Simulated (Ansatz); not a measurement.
## PbS (Galena) under changes of volume

One of the cells (26.086 Å³/atom); the others are scaled copies at fixed shape and fractional positions:

```
Pb S
1.0
     0.00000    2.96575    2.96575
     2.96575    0.00000    2.96575
     2.96575    2.96575    0.00000
Pb S
1 1
Cartesian
  0.0000 0.0000 0.0000
  2.9657 2.9657 2.9657
```

- Program: Ansatz 0.2.0
- Functional: revPBE
- Dispersion: D3(BJ)
- Potentials or basis: Ansatz PAW
- Cutoff: 420 eV (not typed: the program's choice for these potentials)
- k mesh: 8 × 8 × 8
- Occupations: fermi-dirac, width 0.05 eV
- Spin: no spin polarisation

```tsv
volume (Å³/atom)	energy over the lowest point (meV/atom)	pressure (GPa)	gap on the mesh (eV)
24.521	14.14	3.5	0.17
25.042	5.14	2.0	0.26
25.564	0.56	0.8	0.35
26.086	0.00	-0.4	0.43
26.607	3.02	-1.4	0.50
27.129	9.25	-2.4	0.57
27.651	?	?	?
```

Task: What does the run at 27.651 Å³/atom give?

Result: Energy over the lowest point 18.28 meV/atom; pressure -3.2 GPa; gap on the mesh 0.63 eV.

Worked out: A Birch-Murnaghan fit of order 3 (a polynomial in V^(-2/3)) to the other rows has its minimum at 25.90 Å³/atom with B0 = V·E''(V) = 57 GPa and B' = 4.4. It gives 18.38 meV/atom at 27.651 Å³/atom, against the run's 18.28, and -dE/dV = -3.2 GPa, against -3.2. A straight line through the other rows of the gap, of slope 3.96 eV per unit of ln V (its deformation potential), extrapolates to 0.65 eV, against the run's 0.63.

Energies are extrapolated to zero smearing.

Caveats: spin-orbit coupling is left out, which as a rule narrows the gap of such compounds by several tenths of an eV; the PAW data sets come from PBE, with cores solved anew for the run's functional, which leaves a small shift of forces and pressure.

A mesh can miss the band edges.
